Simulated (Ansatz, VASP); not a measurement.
**One calculation of PbO, two programs**

INCAR

```
SYSTEM = PbO
ALGO = Normal ; EDIFF = 1E-7
ENCUT = 520 ; GGA = PE
ISIF = 2 ; ISMEAR = 0
LASPH = .True. ; LCHARG = .False.
LREAL = .False. ; LWAVE = .False.
NBANDS = 28 ; NELM = 80
PREC = Accurate ; SIGMA = 0.05
```

File KPOINTS:

```
k-points
0
Gamma
  8 8 6
  0 0 0
```

POSCAR

```
PbO
1.0
    3.7756800000      0.0000000000      0.0000000000
    0.0000000000      3.7756800000      0.0000000000
    0.0000000000      0.0000000000      5.0220000000
Pb O
2 2
Direct
    0.0000000000      0.5000000000      0.2351000000
    0.5000000000      0.0000000000      0.7649000000
    0.0000000000      0.0000000000      0.0000000000
    0.5000000000      0.5000000000      0.0000000000
```

Input for Ansatz:

```yaml
crystal:
  lattice:
    - [3.77568, 0.0, 0.0]
    - [0.0, 3.77568, 0.0]
    - [0.0, 0.0, 5.022]
  atoms:
    - { symbol: Pb, position: [0.0, 0.5, 0.2351] }
    - { symbol: Pb, position: [0.5, 0.0, 0.7649] }
    - { symbol: O, position: [0.0, 0.0, 0.0] }
    - { symbol: O, position: [0.5, 0.5, 0.0] }
basis:
  ecutwfc: 420
kpoints:
  mp_grid: { grid: [8, 8, 6] }
hamiltonian:
  xc: pbe
scf:
  occupations: { method: gaussian, width: 0.05 }
output:
  forces: true
  stress: true
  eigenvalues: true
```

Change from the starting cell: strain -0.050 along x and y, +0.000 along z, atoms carried along.

Alike in both runs: task single point; functional PBE; k mesh 8 × 8 × 6; occupations gaussian, width 0.05 eV; no spin polarisation.

|  | VASP | Ansatz |
| --- | --- | --- |
| version | VASP 6.6.1 | Ansatz 0.2.0 |
| potentials or method | VASP PAW PBE potentials, release 64 (Pb_d, O) | scalar-relativistic, plane waves, PAW |
| plane-wave cutoff (eV) | 520 | 420 |
| valence electrons in the cell | 40 | 40 |

Ansatz gave:

```
gap on the k mesh at the Fermi level (eV)       : 0.88
least direct gap on the mesh (eV)               : 2.52
pressure (GPa)                                  : 17.7
largest component of the traceless stress (GPa) : 3.69
rms of the force components (eV/Å)              : 0.796
```

Task: What did VASP give for the same quantities?

Result: gap on the k mesh at the Fermi level (eV): 0.89; least direct gap on the mesh (eV): 2.52; pressure (GPa): 17.8; largest component of the traceless stress (GPa): 3.70; rms of the force components (eV/Å): 0.821.

Atom by atom the forces differ by 0.025 eV/Å (rms over components).

Caveats: so large a pressure means that the cell lies far from this level's equilibrium, or that cutoff or potentials fall short (VASP); spin-orbit coupling is left out, which as a rule narrows the gap of such compounds by several tenths of an eV; forces of over 1 eV/Å show positions far from the minimum, so gaps and moduli don't describe the material at rest. A k mesh can miss the band edges.
